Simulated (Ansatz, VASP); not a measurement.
**BaTiO3 in VASP and in Ansatz**

```xyz
5
Lattice="2.8631 1.6530 2.3563 -2.8631 1.6530 2.3563 0.0000 -3.3060 2.3563" Properties=species:S:1:pos:R:3 pbc="T T T"
Ba    0.0000    0.0000    0.0350
Ti    0.0000    0.0000    3.6701
O     0.0000   -1.6179    4.6055
O    -1.4011    0.8089    4.6055
O     1.4011    0.8089    4.6055
```

Alike in both runs: functional PBE; k mesh 6 × 6 × 6; occupations gaussian, width 0.02 eV; no spin polarisation.

Ansatz relaxed the structure, and its values are those at the end. VASP's run is a single point on that final structure, the one shown.

|  | VASP | Ansatz |
| --- | --- | --- |
| version | VASP 6.6.1 | Ansatz 0.2.0 |
| potentials or method | VASP PAW PBE potentials, release 64 (Ba_sv, Ti_sv, O) | scalar-relativistic, plane waves, PAW |
| plane-wave cutoff (eV) | 520 | 420 |
| valence electrons in the cell | 40 | 40 |

```csv
,VASP,Ansatz,Ansatz less VASP
gap on the k mesh at the Fermi level (eV),2.58,2.63,+0.044
least direct gap on the mesh (eV),3.12,3.13,+0.009
pressure (GPa),1.6,0.0,-1.57
rms of the force components (eV/Å),0.035,0.001,-0.0347
```

The functional is the same, so the differences come from potentials, cutoffs and numerics.

Caveats: spin-orbit coupling is left out, which moves the levels of the heavy elements. Expect the measured gap to be larger: semilocal functionals such as PBE lack the derivative discontinuity. A k mesh can miss the band edges.
